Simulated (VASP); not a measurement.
HgSe, 2 atoms in the cell. Symmetry: F-43m, No. 216, cubic system. Conventional cell: a = 6.078 Å, b = 6.078 Å, c = 6.078 Å, α = 90.00°, β = 90.00°, γ = 90.00°. Hg (site symmetry -43m) has 4 Se at 2.63 Å as nearest neighbours. Around Se (site symmetry -43m) lie 4 Hg at 2.63 Å. 

* Program: VASP 6.6.1
* Task: single point
* Functional: PBE
* Potentials or basis: VASP PAW PBE potentials, release 64 (Hg, Se)
* Cutoff: 520 eV
* k mesh: 8 × 8 × 8
* Occupations: gaussian, width 0.029 eV
* Spin: no spin polarisation
* Further INCAR settings: ALGO = Normal; EDIFF = 1e-06; NBANDS = 16

Potentials or basis: VASP PAW PBE potentials, release 64 (Hg, Se).

Command:

```sh
$ cat potpaw_PBE.64/Hg/POTCAR potpaw_PBE.64/Se/POTCAR > POTCAR
$ mpirun -np 1 vasp_std > vasp.out
```

Hardware: 1 thread of Intel(R) Xeon(R) 6975P-C (Granite Rapids) (shared host).

Problem. How long does it take, and how much memory?

Solution. Wall time 8.7 s on 1 thread of Intel(R) Xeon(R) 6975P-C (Granite Rapids) (shared host), peak memory 0.18 GiB. Counts: scf iterations 13, k points 29.
